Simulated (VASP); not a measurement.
Si:

```
Si
1.0
     2.66558    0.00000    0.00000
    -1.33279    2.30846    0.00000
     0.00000    0.00000    4.50627
Si
2
Cartesian
  0.0000 1.5390 1.1266
  1.3328 0.7695 3.3797
```

This isn't the form of Si at room conditions, which is diamond.

- Program: VASP 6.6.1
- Task: relaxation of cell and atoms
- Functional: PBE
- Dispersion: D3(BJ)
- Potentials or basis: VASP PAW PBE potentials, release 64 (Si)
- Cutoff: 600 eV
- k mesh: 18 × 18 × 10
- Occupations: gaussian, width 0.1 eV
- Spin: no spin polarisation

At the start: pressure -2.1 GPa; volume 13.86 Å³/atom.

How do energy, volume and symmetry change on relaxing?

Over 9 steps the energy falls by 2.4 meV/atom and the volume is 13.56 Å³/atom (-2.2 %); space group P6_3/mmc (No. 194, to 0.05 Å).

Step by step:
| step | energy change (eV) | largest force (eV/Å) | pressure (GPa) | volume (Å³) |
| --- | --- | --- | --- | --- |
| 1 | 0.0000 | 0.0000 | -2.10 | 27.73 |
| 2 | -0.0044 | 0.0000 | 0.50 | 27.00 |
| 3 | -0.0045 | 0.0000 | 0.09 | 27.11 |
| 4 | -0.0045 | 0.0000 | 0.04 | 27.12 |
| 5 | -0.0046 | 0.0000 | 0.00 | 27.14 |
| 6 | -0.0047 | 0.0000 | -0.07 | 27.16 |
| 7 | -0.0047 | 0.0000 | -0.09 | 27.17 |
| 8 | -0.0047 | 0.0000 | -0.09 | 27.16 |
| 9 | -0.0047 | 0.0000 | 0.05 | 27.13 |

Final structure:
```
Si
1.0
     2.63595    0.00000    0.00000
    -1.31797    2.28280    0.00000
     0.00000    0.00000    4.50833
Si
2
Direct
  0.33333 0.66667 0.25000
  0.66667 0.33333 0.75000
```

Caveat: pairwise dispersion overbinds metals, which lowers pressure and volume.
